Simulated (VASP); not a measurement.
A run of VASP 6.6.1 is set up as follows.

INCAR

```
SYSTEM = Ge
PREC = Accurate
ENCUT = 520
EDIFF = 1E-6
ISMEAR = 0
SIGMA = 0.03
LREAL = .FALSE.
LASPH = .TRUE.
NELM = 100
ALGO = Fast
ISIF = 2
LWAVE = .FALSE.
LCHARG = .FALSE.
LDIPOL = .TRUE.
IDIPOL = 3
DIPOL = 0.5 0.5 0.500
GGA = PS
NBANDS = 81
```

KPOINTS

```
Automatic mesh
0
G
  8 8 1
  0 0 0
```

POSCAR

```
Ge
1.0
    4.0133801054      0.0000000000      0.0000000000
    0.0000000000      4.0133801054      0.0000000000
    0.0000000000      0.0000000000     26.7704973505
Ge
10
Direct
    0.0000000000      0.0000000000      0.2599135426
    0.0000000000      0.5000000000      0.3142620345
    0.5000000000      0.5000000000      0.3671971143
    0.5000000000      1.0000000000      0.4203133670
    0.0000000000      0.0000000000      0.4733149377
    0.0000000000      0.5000000000      0.5266850444
    0.5000000000      0.5000000000      0.5796866247
    0.5000000000      0.0000000000      0.6328029022
    0.0000000000      0.0000000000      0.6857380266
    1.0000000000      0.5000000000      0.7400864059
```

Potentials or basis: VASP PAW PBE potentials, release 64 (Ge_d).

Launch:

```bash
$ cat potpaw_PBE.64/Ge_d/POTCAR > POTCAR
$ mpirun -np 1 vasp_std > vasp.out
```

(1) What does it give for the band gap on the k mesh?

(2) What does it give for the largest force?

Answers

(1) none (metal or under the smearing width).

(2) 0.009 eV/Å.

Caveat: the PAW data sets were made with another functional, which shifts forces and pressure a little.
